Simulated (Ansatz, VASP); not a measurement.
**One calculation of PbS (Galena), two programs**

```
Pb S
1.0
     0.00000    2.96575    2.96575
     2.96575    0.00000    2.96575
     2.96575    2.96575    0.00000
Pb S
1 1
Cartesian
  0.0000 0.0000 0.0000
  2.9657 2.9657 2.9657
```

Alike in both runs: task band structure; functional r2SCAN; k mesh 6 × 6 × 6; occupations fermi-dirac, width 0.05 eV; spin-orbit coupling, no magnetisation.

```csv
,VASP,Ansatz
version,VASP 6.6.1,Ansatz 0.2.0
potentials or method,"VASP PAW PBE potentials, release 64 (Pb_d, S)",Ansatz PAW
plane-wave cutoff (eV),520,500
valence electrons in the cell,20,20
```

VASP gave:

- gap on the k mesh at the Fermi level (eV): 0.25
- least direct gap on the mesh (eV): 0.25
- gap along the band path (eV): 0.25
- pressure (GPa): 1.0

Q: Estimate Ansatz's values.

A: gap on the k mesh at the Fermi level (eV): 0.12; least direct gap on the mesh (eV): 0.12; gap along the band path (eV): 0.12; pressure (GPa): 0.8.

With one functional, cell and mesh, what is left measures potentials, basis and numerics.

Caveats: the PAW data sets were made with another functional, which shifts forces and pressure a little (VASP); the PAW data sets come from PBE, with cores solved anew for the run's functional, which leaves a small shift of forces and pressure (Ansatz).
